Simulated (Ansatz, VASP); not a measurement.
# One calculation of Co, two programs

INCAR

```
SYSTEM = Co
PREC     = Accurate       ! precision mode
ENCUT    = 520            ! plane-wave cutoff, eV
EDIFF    = 1E-7           ! SCF threshold, eV
ISMEAR   = -1             ! smearing method
SIGMA    = 0.05           ! smearing width, eV
LREAL    = .FALSE.        ! projectors in reciprocal space
LASPH    = .TRUE.         ! aspherical terms in the spheres
NELM     = 150            ! most SCF steps
ALGO     = Fast           ! electronic algorithm
ISIF     = 2              ! what is computed and relaxed
LWAVE    = .FALSE.        ! write WAVECAR
LCHARG   = .FALSE.        ! write CHGCAR
ISPIN    = 2              ! spin polarisation
MAGMOM   = 2 2            ! initial moments
LORBIT   = 11             ! projections on sites
LMAXMIX  = 4              ! l up to which the mixer works
GGA      = PS             ! functional
NBANDS   = 20             ! bands
```

KPOINTS

```
regular mesh
0
G
  12 12 7
  0 0 0
```

The input POSCAR:

```
Co
1.0
    2.4873648738      0.0000000000      0.0000000000
   -1.2436824369      2.1541211692      0.0000000000
    0.0000000000      0.0000000000      4.0632895034
Co
2
Direct
    0.3333333333      0.6666666667      0.7401390000
    0.6666666667      0.3333333333      0.2598610000
```

The input input.yaml:

```yaml
crystal:
  lattice:
    - [2.4873648738, 0.0, 0.0]
    - [-1.2436824369, 2.1541211692, 0.0]
    - [0.0, 0.0, 4.0632895034]
  atoms:
    - { symbol: Co, position: [0.3333333333, 0.6666666667, 0.740139], spin: 2.0 }
    - { symbol: Co, position: [0.6666666667, 0.3333333333, 0.259861], spin: 2.0 }
kpoints:
  mp_grid: { grid: [12, 12, 7] }
  band_path:
    path:
      - [0.0, 0.0, 0.0]
      - [0.5, 0.0, 0.0]
      - [0.3333333333, 0.3333333333, 0.0]
      - [0.0, 0.0, 0.0]
      - [0.0, 0.0, 0.5]
      - [0.5, 0.0, 0.5]
      - [0.3333333333, 0.3333333333, 0.5]
      - [0.0, 0.0, 0.5]
    npoints: 12
scf:
  occupations: { method: fermi_dirac, width: 0.05 }
hamiltonian:
  xc: pbesol
  pseudopotentials: { kind: all_electron, lapw: { basis_error: 0.001 } }
magnetization:
  spin_polarized: true
output:
  forces: true
  stress: true
  eigenvalues: true
```

Alike in both runs: functional PBEsol; k mesh 12 × 12 × 7; occupations fermi-dirac, width 0.05 eV; collinear spin.

|  | VASP | Ansatz |
| --- | --- | --- |
| version | VASP 6.6.1 | Ansatz 0.2.0 |
| potentials or method | VASP PAW PBE potentials, release 64 (Co) | all-electron LAPW, scalar-relativistic |
| plane-wave cutoff (eV) | 520 | see its input |
| task | single point | band structure |

Ansatz gave:

| Quantity | Value |
| --- | --- |
| gap on the k mesh at the Fermi level (eV) | none |
| pressure (GPa) | -9.4 |
| largest component of the traceless stress (GPa) | 1.92 |
| rms of the force components (eV/Å) | 0.254 |
| net moment per atom (μB) | 1.63 |
| size of the moment on the site where the two differ most (μB) | 1.69 |

What did VASP give for the same quantities?

gap on the k mesh at the Fermi level (eV): none; pressure (GPa): -10.0; largest component of the traceless stress (GPa): 1.93; rms of the force components (eV/Å): 0.248; net moment per atom (μB): 1.62; size of the moment on the site where the two differ most (μB): 1.64.

Site moments also hang on the region over which each program counts them. Atom by atom the forces differ by 0.006 eV/Å (rms over components). A gap of «none» marks a metal or a gap that the smearing closes. Ansatz ran all-electron here, so the differences hold the error of VASP's frozen core and of both bases.

Caveats: the PAW data sets were made with another functional, which shifts forces and pressure a little (VASP).
